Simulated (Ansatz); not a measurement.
CoO under changes of volume

One of the cells (11.411 Å³/atom); the others are scaled copies at fixed shape and fractional positions:

```
Co O
1.0
     1.60222    0.92504    2.56647
    -1.60222    0.92504    2.56647
     0.00000   -1.85008    2.56647
Co O
1 1
Direct
  0.99898 0.99898 0.99898
  0.75102 0.75102 0.75102
```

Measurements of this composition are mostly on another form, of space group No. 225.

* Program: Ansatz 0.2.0
* Functional: r2SCAN
* Potentials or basis: Ansatz PAW
* Cutoff: 500 eV (not typed: the program's choice for these potentials)
* k mesh: 10 × 10 × 10
* Occupations: fermi-dirac, width 0.05 eV
* Spin: collinear spin, ferromagnetic start
* Starting moments: [2.0, 0.0] μB

```csv
volume (Å³/atom),energy over the lowest point (meV/atom),pressure (GPa),moment (μB per cell)
10.727,42.33,13.8,2.94
10.955,24.97,10.4,2.96
11.183,?,?,?
11.411,3.88,4.1,2.99
11.640,0.00,1.1,3.00
11.868,0.34,-1.7,3.00
12.096,4.51,-4.2,3.00
```

Q: What does the run at 11.183 Å³/atom give?

A: Energy over the lowest point 12.20 meV/atom; pressure 7.2 GPa; moment 2.98 μB per cell.

Worked out: A Birch-Murnaghan fit of order 3 (a polynomial in V^(-2/3)) to the other rows has its minimum at 11.74 Å³/atom with B0 = V·E''(V) = 148 GPa (rough, since the energies scatter) at fixed shape and positions, which overstates the stiffness. It gives 12.17 meV/atom at 11.183 Å³/atom, against the run's 12.20, and -dE/dV = 7.4 GPa, against 7.2. A parabola through the other rows of the moment, of slope 0.0644 μB per Å³/atom there, gives 2.98 μB, against the run's 2.98.

Energies are extrapolated to zero smearing.

Caveats: the magnetic or orbital state may not be the lowest; a cell with one magnetic atom can't hold antiferromagnetic order, which such compounds often take; the PAW data sets come from PBE, with cores solved anew for the run's functional, which leaves a small shift of forces and pressure.
